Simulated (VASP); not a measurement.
Here is the system:

```
CELL_PARAMETERS angstrom
      1.34756    -2.33403     0.00000
      1.34756     2.33403     0.00000
      0.00000     0.00000     4.37509
ATOMIC_POSITIONS crystal
  Be 0.66667 0.33333 0.50006
  Be 0.33333 0.66667 0.00006
  O  0.66667 0.33333 0.87794
  O  0.33333 0.66667 0.37794
```

The numbers are results of PBEsol GGA, VASP's PBE PAW potentials (set 64) (plane waves; VASP 6.6.1), not measurements. Settings: 600 eV cut-off, 10×10×6 Γ-centred mesh, Gaussian smearing of 0.050 eV, potentials Be O.

**Question.** Estimate the energy per atom (σ→0).

**Answer.** 
The energy per atom (σ→0) comes out as -7.414 eV/atom.

Only differences to runs with the same potentials and settings are physical.

The compound is BeO in the wurtzite structure. It was relaxed first.
